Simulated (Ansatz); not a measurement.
Crystal: AgBr.

```xyz
2
Lattice="0.0000 2.8702 2.8702 2.8702 0.0000 2.8702 2.8702 2.8702 0.0000" Properties=species:S:1:pos:R:3 pbc="T T T"
Ag    0.0000    0.0000    0.0000
Br    2.8702    2.8702    2.8702
```

Base run:

```yaml
Program: Ansatz 0.2.0
Functional: HSE06
Potentials_or_basis: all-electron PAW datasets made for the crystal
Cutoff: 290 eV (chosen from the basis error)
k_mesh: 6 × 6 × 6
Occupations: fermi-dirac, width 0.05 eV
Spin: no spin polarisation
```

Its results: band gap on the k mesh 2.03 eV, indirect (least direct gap 3.86 eV); pressure 2.1 GPa.

Q: The run is repeated on the same cell with these changes: functional from HSE06 to PBEsol; cutoff from 290 eV (chosen from the basis error) to 260 eV (chosen from the basis error). What comes out?

A: Band gap on the k mesh 0.50 eV, indirect (least direct gap 2.45 eV); pressure -1.6 GPa.

HSE06 gives the wider gap, since exact exchange removes part of the self-interaction.

A k mesh can miss the band edges.

The runs don't all hold the same shells in valence.
